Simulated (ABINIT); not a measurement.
# Si2W (I4/mmm) in ABINIT: a series of runs

One crystal, Si2W, is run at these levels: AM05, revPBE, PW91, WC; tasks: relaxation of cell and atoms.

Everything below comes from runs of ABINIT 10.8.3 (patched build). Logs are shortened: lines on timing, memory, paths and dates and some standing lists are left out, and cuts for length are marked. The log counts tension as positive stress, the text compression.

### 1 The structure

The structure is tetragonal, space group I4/mmm (No. 139). Conventional cell: a = 3.214 Å, b = 3.214 Å, c = 7.830 Å, α = 90.00°, β = 90.00°, γ = 90.00°. Around W (site symmetry 4/mmm) lie 10 Si at 2.62 Å. Si (site symmetry 4mm) is surrounded by 5 Si at 2.59 to 2.63 Å and 5 W at 2.62 Å.

### 2 Relaxation of cell and atoms, AM05

run.abi

```
pp_dirpath "./"
pseudos "W.GGA_PBE-JTH.xml, Si.GGA_PBE-JTH.xml"

acell 4.5267083761 4.5267083761 4.5267083761 Angstrom
rprim
    -0.3549820016     0.3549820016     0.8648558013
     0.3549820016    -0.3549820016     0.8648558013
     0.3549820016     0.3549820016    -0.8648558013
ntypat 2
znucl 74 14
natom 3
typat 1 2 2
xred
     0.0000000000     0.0000000000     0.0000000000
     0.6653000000     0.6653000000     0.0000000000
     0.3347000000     0.3347000000     0.0000000000
chkprim 0
chksymtnons 0
tolsym 1.0e-6

ecut 19.0
pawecutdg 38.0
pawxcdev 0

kptopt 1
ngkpt 8 8 8
nshiftk 1
shiftk 0.0 0.0 0.0

ixc -120135

nband 15
occopt 3
tsmear 0.05 eV

nstep 100
tolvrs 1.0e-9

iomode 3
prtwf 0
prtden 0
prteig 0
prtebands 0
enunit 1

ionmov 2
ntime 60
tolmxf 5.0e-5
optcell 2
dilatmx 1.08
ecutsm 0.5
```

Potentials or basis: JTH PAW PBE v2.0.

Run with:

```console
$ abinit run.abi > log 2>&1
```

run.abo:

```text
.Version 10.8.3 of ABINIT
 Symmetries : space group I4/m m m (#139); Bravais tI (body-center tetrag.)
================================================================================
 Values of the parameters that define the memory need of the present run
     intxc =       0    ionmov =       2      iscf =      17    lmnmax =      18
     lnmax =       6     mgfft =      40  mpssoang =       3    mqgrid =    3001
     natom =       3  nloc_mem =       2    nspden =       1   nspinor =       1
    nsppol =       1      nsym =      16    n1xccc =       1    ntypat =       2
    occopt =       3   xclevel =       2
       mpw =        1384          nfft =       64000          nkpt =          59
 PAW method is used; the additional fine FFT grid is defined by:
   mgfftf=        54    nfftf =    157464
================================================================================
================================================================================

--------------------------------------------------------------------------------
------------- Echo of variables that govern the present computation ------------
--------------------------------------------------------------------------------
 -outvars: echo values of preprocessed input variables --------
            acell      8.5542390827E+00  8.5542390827E+00  8.5542390827E+00 Bohr
              amu      1.83850000E+02  2.80855000E+01
          chkprim           0
      chksymtnons           0
          dilatmx      1.08000000E+00
             ecut      1.90000000E+01 Hartree
           ecutsm      5.00000000E-01 Hartree
           enunit           1
           ionmov           2
                       outvar_i_n : Printing only first  50 k-points.
              ixc     -120135
                       outvar_i_n : Printing only first  50 k-points.
         kptrlatt        8    0    0      0    8    0      0    0    8
          kptrlen      4.85856146E+01
            natom           3
            nband          15
            ngfft          40      40      40
          ngfftdg          54      54      54
             nkpt          59
            nstep         100
             nsym          16
            ntime          60
           ntypat           2
                       prtocc : prtvol=0, do not print more k-points.
           occopt           3
          optcell           2
        pawecutdg      3.80000000E+01 Hartree
         pawxcdev           0
           prtden           0
        prtebands           0
           prteig           0
            prtwf           0
            rprim     -3.5498200160E-01  3.5498200160E-01  8.6485580130E-01
                       3.5498200160E-01 -3.5498200160E-01  8.6485580130E-01
                       3.5498200160E-01  3.5498200160E-01 -8.6485580130E-01
          spgroup         139
           tolsym      1.00000000E-06
           tolvrs      1.00000000E-09
           tsmear      1.83746611E-03 Hartree
            typat      1  2  2
           useylm           1
                       outvars : Printing only first  50 k-points.
           xangst      0.0000000000E+00  0.0000000000E+00  0.0000000000E+00
                       9.3843671544E-17 -4.5980333231E-17  5.2092324698E+00
                       7.3290081236E-18  1.6750143136E-17  2.6206675299E+00
            xcart      0.0000000000E+00  0.0000000000E+00  0.0000000000E+00
                       1.7733883787E-16 -8.6890236985E-17  9.8440226941E+00
                       1.3849818128E-17  3.1653183097E-17  4.9523438986E+00
             xred      0.0000000000E+00  0.0000000000E+00  0.0000000000E+00
                       6.6530000000E-01  6.6530000000E-01  1.4893066872E-17
                       3.3470000000E-01  3.3470000000E-01  7.4924236915E-18
            znucl       74.00000   14.00000

================================================================================

 chkinp: Checking input parameters for consistency.

================================================================================
== DATASET  1 ==================================================================

--- !DatasetInfo
iteration_state: {dtset: 1, }
dimensions: {natom: 3, nkpt: 59, mband: 15, nsppol: 1, nspinor: 1, nspden: 1, mpw: 1384, }
cutoff_energies: {ecut:  19.0, pawecutdg:  38.0, }
electrons: {nelect:   2.20000000E+01, charge:   0.00000000E+00, occopt:   3.00000000E+00, tsmear:   1.83746611E-03, }
meta: {optdriver: 0, ionmov: 2, optcell: 2, iscf: 17, paral_kgb: 0, }
...

[... 34 lines left out ...]
 basis_size (lnmax)=  4 (lmn_size=  8), orbitals=   0   0   1   1
 Spheres core radius: rc_sph= 1.90944987
 Shapefunction is BESSEL type: shapef(r,l)=aa(1,l)*jl(q(1,l)*r)+aa(2,l)*jl(q(2,l)*r)
 Radius for shape functions =  1.60149249
 Compensation charge density is not taken into account in XC energy/potential

   1.24381609E+03                                ecore*ucvol(ha*bohr**3)
--------------------------------------------------------------------------------

================================================================================

=== [ionmov= 2] Broyden-Fletcher-Goldfarb-Shanno method (forces)
================================================================================

--- Iteration: ( 1/60) Internal Cycle: (1/1)
--------------------------------------------------------------------------------

---SELF-CONSISTENT-FIELD CONVERGENCE--------------------------------------------
[... 744 lines left out ...]
 Difference of energy with previous step (new-old):
           Absolute (Ha)=-8.24590E-08
           Relative     =-1.06963E-09

 At Broyd/MD step   7, gradients are converged :
  max grad (force/stress) = 4.0022E-05 < tolmxf= 5.0000E-05 ha/bohr (free atoms)

================================================================================

 ----iterations are completed or convergence reached----

 Mean square residual over all n,k,spin=   16.419E-12; max=  11.638E-09
 reduced coordinates (array xred) for    3 atoms
      -0.000000000000     -0.000000000000     -0.000000000000
       0.665547836288      0.665547836288      0.000000000000
       0.334452163712      0.334452163712      0.000000000000
 rms dE/dt=  1.3843E-05; max dE/dt=  1.6954E-05; dE/dt below (all hartree)
    1       0.000000000000      0.000000000000      0.000000000000
    2       0.000016953806      0.000016953806     -0.000016953806
    3      -0.000016953806     -0.000016953806      0.000016953806

 cartesian coordinates (angstrom) at end:
    1     -0.00000000000000    -0.00000000000000    -0.00000000000000
    2     -0.00000000000000     0.00000000000000     5.19338114890014
    3     -0.00000000000000     0.00000000000000     2.60978620547960

 cartesian forces (hartree/bohr) at end:
    1     -0.00000000000000    -0.00000000000000    -0.00000000000000
    2     -0.00000000000000     0.00000000000000    -0.00000229946828
    3      0.00000000000000    -0.00000000000000     0.00000229946828
 frms,max,avg= 1.0839797E-06 2.2994683E-06   0.000E+00  0.000E+00  0.000E+00 h/b

 cartesian forces (eV/Angstrom) at end:
    1     -0.00000000000000    -0.00000000000000    -0.00000000000000
    2     -0.00000000000000     0.00000000000000    -0.00011824341311
    3      0.00000000000000    -0.00000000000000     0.00011824341311
 frms,max,avg= 5.5740479E-05 1.1824341E-04   0.000E+00  0.000E+00  0.000E+00 e/A
 length scales=  8.519874339690  8.519874339690  8.519874339690 bohr
              =  4.508523337263  4.508523337263  4.508523337263 angstroms
 Fermi (or HOMO) energy (eV) =  10.80596   Average Vxc (eV)= -12.62672
 Eigenvalues (   eV  ) for nkpt=  59  k points:
 kpt#   1, nband= 15, wtk=  0.00195, kpt=  0.0000  0.0000  0.0000 (reduced coord)
 -62.95820  -27.21021  -27.17071  -27.17071   -3.32390    3.91078    7.17259    7.45294
   8.01485    8.01485   11.56000   13.72276   13.80215   14.08535   14.08535
 prteigrs : prtvol=0 or 1, do not print more k-points.

--- !EnergyTerms
iteration_state     : {dtset: 1, itime: 7, icycle: 1, }
comment             : Components of total free energy in Hartree
kinetic             :  1.02796303835544E+01
hartree             :  1.58979765730818E+01
xc                  : -1.24762244704888E+01
Ewald energy        : -6.29529268244473E+01
psp_core            :  4.62744863410196E+00
local_psp           : -3.92675842611721E+01
PAW spherical_terms :  6.80042540465619E+00
internal            : -7.70912545607139E+01
'-kT*entropy'       : -9.37170367354877E-05
total_energy        : -7.70913482777507E+01
total_energy_eV     : -2.09776245420932E+03
...

--- !EnergyTermsDC
iteration_state     : {dtset: 1, itime: 7, icycle: 1, }
comment             : '"Double-counting" decomposition of free energy'
band_energy         : -7.72086674849176E+00
Ewald energy        : -6.29529268244473E+01
psp_core            :  4.62744863410196E+00
xc_dc               : -2.04320960187166E+01
PAW spherical_terms :  9.38718843859742E+00
internal            : -7.70912525189563E+01
'-kT*entropy'       : -9.37170367354877E-05
total_energy_dc     : -7.70913462359930E+01
total_energy_dc_eV  : -2.09776239865026E+03
...

--- !EnergyTermsWithPAWCore
iteration_state     : {dtset: 1, itime: 7, icycle: 1, }
comment             : 'Components of total free energy, including PAW core contributions'
Total energy        : -1.67123211266878E+04
Total energy DC     : -1.67123211246461E+04
Total energy (eV)   : -4.54765425245171E+05
Total energy DC (eV): -4.54765425189612E+05
...

 rms coord change=  1.6522E-04   atom, delta coord (reduced):
     1       -0.000000000000     -0.000000000000     -0.000000000000
     2        0.000247836288      0.000247836288      0.000000000000
     3       -0.000247836288     -0.000247836288     -0.000000000000

 Cartesian components of stress tensor (hartree/bohr^3)
  sigma(1 1)= -1.81943976E-08  sigma(3 2)=  0.00000000E+00
  sigma(2 2)= -1.81943976E-08  sigma(3 1)=  0.00000000E+00
  sigma(3 3)=  4.00217729E-07  sigma(2 1)=  0.00000000E+00

-Cartesian components of stress tensor (GPa)         [Pressure= -3.5681E-03 GPa]
- sigma(1 1)= -5.35297658E-04  sigma(3 2)=  0.00000000E+00
- sigma(2 2)= -5.35297658E-04  sigma(3 1)=  0.00000000E+00
- sigma(3 3)=  1.17748121E-02  sigma(2 1)=  0.00000000E+00

== END DATASET(S) ==============================================================
================================================================================

 -outvars: echo values of variables after computation  --------
            acell      8.5198743397E+00  8.5198743397E+00  8.5198743397E+00 Bohr
           etotal     -7.7091346236E+01
            fcart     -0.0000000000E+00 -0.0000000000E+00 -0.0000000000E+00
                      -3.3653319882E-22  3.9937096749E-23 -2.2994682796E-06
                       3.3653319882E-22 -3.9937096749E-23  2.2994682796E-06
            rprim     -3.5434327899E-01  3.5434327899E-01  8.6537950130E-01
                       3.5434327899E-01 -3.5434327899E-01  8.6537950130E-01
                       3.5434327899E-01  3.5434327899E-01 -8.6537950130E-01
           strten     -1.8194397589E-08 -1.8194397582E-08  4.0021772910E-07
                       0.0000000000E+00  0.0000000000E+00  0.0000000000E+00
           xangst     -2.0633518936E-20 -2.9451209403E-21 -1.1651666191E-21
                      -4.2373853730E-16  4.7144527045E-16  5.1933811489E+00
                      -2.1229965655E-16  2.3597995008E-16  2.6097862055E+00
             xred     -1.0710728212E-21 -6.6071225687E-21 -7.3795559871E-21
                       6.6554783629E-01  6.6554783629E-01  1.4931077879E-17
                       3.3445216371E-01  3.3445216371E-01  7.4113711724E-18
 Calculation completed.
```

It took 8.7 min on 1 thread of Arm Neoverse V1, shared host; peak memory 0.18 GiB.

Results:

```yaml
Free_energy: -2097.7624 eV
Relaxed_volume: 13.28 Å³/atom
Relaxed_cell: a = 4.509 Å, b = 4.509 Å, c = 4.509 Å, α = 138.49°, β = 138.49°, γ = 60.15°
Space_group_after_relaxing_to_0.05_Å: I4/mmm (No. 139)
Energy_gained_by_relaxing: 2.2 meV/atom
Ionic_steps: 7
Pressure_after_relaxing: 0.0 GPa
Band_gap_on_the_k_mesh: none (metal or under the smearing width)
Valence_electrons_inside_the_program's_atomic_spheres: W 11.91; Si 1.56
```

The path:
| step | energy change (eV) | largest force (eV/Å) | pressure (GPa) | volume (Å³) |
| --- | --- | --- | --- | --- |
| 1 | 0.0000 | 0.0037 | -3.43 | 40.44 |
| 2 | -0.0060 | 0.0296 | -1.01 | 40.01 |
| 3 | -0.0066 | 0.0317 | 0.04 | 39.83 |
| 4 | -0.0066 | 0.0242 | 0.05 | 39.83 |
| 5 | -0.0067 | 0.0087 | 0.00 | 39.83 |
| 6 | -0.0067 | 0.0051 | 0.00 | 39.83 |
| 7 | -0.0067 | 0.0001 | 0.00 | 39.83 |

Final structure:
```
W Si
1.0
    -1.59756    1.59756    3.90158
     1.59756   -1.59756    3.90158
     1.59756    1.59756   -3.90158
W Si
1 2
Direct
  0.00000 0.00000 0.00000
  0.66555 0.66555 0.00000
  0.33445 0.33445 0.00000
```

Levels at points of the mesh, in eV from the Fermi level:
```tsv
k point	band 7	band 8	band 9	band 10	band 11	band 12	band 13	band 14	band 15
(0.00, 0.00, 0.00)	-3.63	-3.35	-2.79	-2.79	0.75	2.92	3.00	3.28	3.28
(0.50, 0.00, 0.00)	-5.74	-4.84	-2.75	-2.72	-0.35	2.86	2.95	4.09	4.63
(0.50, 0.50, 0.00)	-6.03	-5.36	-4.99	-3.25	-1.68	2.97	3.13	3.30	4.02
(0.50, 0.50, 0.50)	-3.89	-2.54	-0.74	-0.74	-0.41	-0.41	0.93	4.66	5.19
```

Caveat: the PAW data sets were made with another functional, which shifts forces and pressure a little. Spin-orbit coupling is left out, which matters for the levels of W.

### 3 Relaxation of cell and atoms, revPBE

run.abi, as its differences from that of step 2:

```diff
@@ -29,3 +29,3 @@
 
-ixc -120135
+ixc 14
```

Potentials or basis: JTH PAW PBE v2.0.

Run with:

```console
$ abinit run.abi > log 2>&1
```

Wall time 7.9 min (1 thread of Arm Neoverse V1, shared host); peak memory 0.18 GiB.

Results (log left out):

- Free energy: -2093.2160 eV
- Relaxed volume: 13.80 Å³/atom
- Relaxed cell: a = 4.560 Å, b = 4.560 Å, c = 4.560 Å, α = 138.38°, β = 138.38°, γ = 60.32°
- Space group after relaxing (to 0.05 Å): I4/mmm (No. 139)
- Energy gained by relaxing: 5.2 meV/atom
- Ionic steps: 8
- Pressure after relaxing: 0.0 GPa
- Band gap on the k mesh: none (metal or under the smearing width)
- Valence electrons inside the program's atomic spheres: W 11.80; Si 1.53

The path:
```tsv
step	energy change (eV)	largest force (eV/Å)	pressure (GPa)	volume (Å³)
1	0.0000	0.0546	5.31	40.44
2	-0.0140	0.0005	1.56	41.10
3	-0.0154	0.0169	0.05	41.38
4	-0.0154	0.0140	-0.01	41.39
5	-0.0154	0.0073	-0.02	41.40
6	-0.0154	0.0047	-0.01	41.40
7	-0.0155	0.0012	0.01	41.39
8	-0.0155	0.0001	0.01	41.40
```

Final structure:
```
W Si
1.0
    -1.62010    1.62010    3.94282
     1.62010   -1.62010    3.94282
     1.62010    1.62010   -3.94282
W Si
1 2
Direct
  0.00000 0.00000 0.00000
  0.66526 0.66526 0.00000
  0.33474 0.33474 0.00000
```

Levels at points of the mesh, in eV from the Fermi level:
```
           k point  band 7  band 8  band 9  band 10  band 11  band 12  band 13  band 14  band 15
(0.00, 0.00, 0.00)   -3.66   -3.11   -2.70    -2.70     0.70     2.71     3.10     3.10     3.14
(0.50, 0.00, 0.00)   -5.55   -4.72   -2.64    -2.58    -0.31     2.72     2.84     3.99     4.36
(0.50, 0.50, 0.00)   -5.84   -5.41   -4.84    -3.06    -1.68     2.82     2.98     3.13     3.95
(0.50, 0.50, 0.50)   -3.61   -2.42   -0.77    -0.77    -0.38    -0.38     0.86     4.53     4.75
```

Caveat: the PAW data sets were made with another functional, which shifts forces and pressure a little.

### 4 Relaxation of cell and atoms, PW91

run.abi, as its differences from that of step 3:

```diff
@@ -29,3 +29,3 @@
 
-ixc 14
+ixc -109134
```

Potentials or basis: JTH PAW PBE v2.0.

Run with:

```console
$ abinit run.abi > log 2>&1
```

run.abo:

```text
.Version 10.8.3 of ABINIT
 Symmetries : space group I4/m m m (#139); Bravais tI (body-center tetrag.)
================================================================================
 Values of the parameters that define the memory need of the present run
     intxc =       0    ionmov =       2      iscf =      17    lmnmax =      18
     lnmax =       6     mgfft =      40  mpssoang =       3    mqgrid =    3001
     natom =       3  nloc_mem =       2    nspden =       1   nspinor =       1
    nsppol =       1      nsym =      16    n1xccc =       1    ntypat =       2
    occopt =       3   xclevel =       2
       mpw =        1384          nfft =       64000          nkpt =          59
 PAW method is used; the additional fine FFT grid is defined by:
   mgfftf=        54    nfftf =    157464
================================================================================
================================================================================

[... 1072 lines left out ...]

== END DATASET(S) ==============================================================
================================================================================

 -outvars: echo values of variables after computation  --------
            acell      8.6005650174E+00  8.6005650174E+00  8.6005650174E+00 Bohr
           etotal     -7.7130665781E+01
            fcart     -7.4936784710E-22 -1.8467921560E-22 -2.8234431554E-22
                       1.4089334105E-22  2.3816686941E-21  4.0177585505E-06
                       6.0847450605E-22 -2.1969894785E-21 -4.0177585505E-06
            rprim     -3.5552000147E-01  3.5552000147E-01  8.6441370715E-01
                       3.5552000147E-01 -3.5552000147E-01  8.6441370715E-01
                       3.5552000147E-01  3.5552000147E-01 -8.6441370715E-01
           strten     -8.8163194977E-08 -8.8163194974E-08 -3.7443678649E-07
                       0.0000000000E+00  0.0000000000E+00  0.0000000000E+00
           xangst      1.3664757761E-19  9.0628784492E-20 -3.3648916591E-20
                       7.9657354336E-17 -3.1510236736E-17  5.2323134877E+00
                      -2.3395478890E-18  2.6359405128E-17  2.6359656119E+00
             xred      2.3729015359E-20  3.7949456660E-20  7.0231528199E-20
                       6.6498829306E-01  6.6498829306E-01  1.4878122899E-17
                       3.3501170694E-01  3.3501170694E-01  7.4224669272E-18
 Calculation completed.
```

It took 9.7 min on 1 thread of Arm Neoverse V1, shared host; peak memory 0.18 GiB.

What came out:

| Quantity | Value |
| --- | --- |
| Free energy | -2098.8323 eV |
| Relaxed volume | 13.73 Å³/atom |
| Relaxed cell | a = 4.551 Å, b = 4.551 Å, c = 4.551 Å, α = 138.35°, β = 138.35°, γ = 60.37° |
| Space group after relaxing (to 0.05 Å) | I4/mmm (No. 139) |
| Energy gained by relaxing | 3.2 meV/atom |
| Ionic steps | 8 |
| Pressure after relaxing | 0.0 GPa |
| Band gap on the k mesh | none (metal or under the smearing width) |
| Valence electrons inside the program's atomic spheres | W 11.83; Si 1.55 |

The path:
```tsv
step	energy change (eV)	largest force (eV/Å)	pressure (GPa)	volume (Å³)
1	0.0000	0.0002	4.14	40.44
2	-0.0086	0.0330	1.26	40.95
3	-0.0096	0.0374	0.02	41.19
4	-0.0096	0.0298	-0.04	41.20
5	-0.0097	0.0109	-0.03	41.21
6	-0.0097	0.0058	-0.01	41.20
7	-0.0097	0.0005	0.01	41.20
8	-0.0097	0.0002	0.01	41.20
```

Final structure:
```yaml
crystal:
  lattice:
    - [-1.61805, 1.61805, 3.93414]
    - [1.61805, -1.61805, 3.93414]
    - [1.61805, 1.61805, -3.93414]
  atoms:
    - { symbol: W, position: [0.00000, 0.00000, 0.00000] }
    - { symbol: Si, position: [0.66499, 0.66499, 0.00000] }
    - { symbol: Si, position: [0.33501, 0.33501, 0.00000] }
```

Caveat: the PAW data sets were made with another functional, which shifts forces and pressure a little.

[end of part 1 of 2]
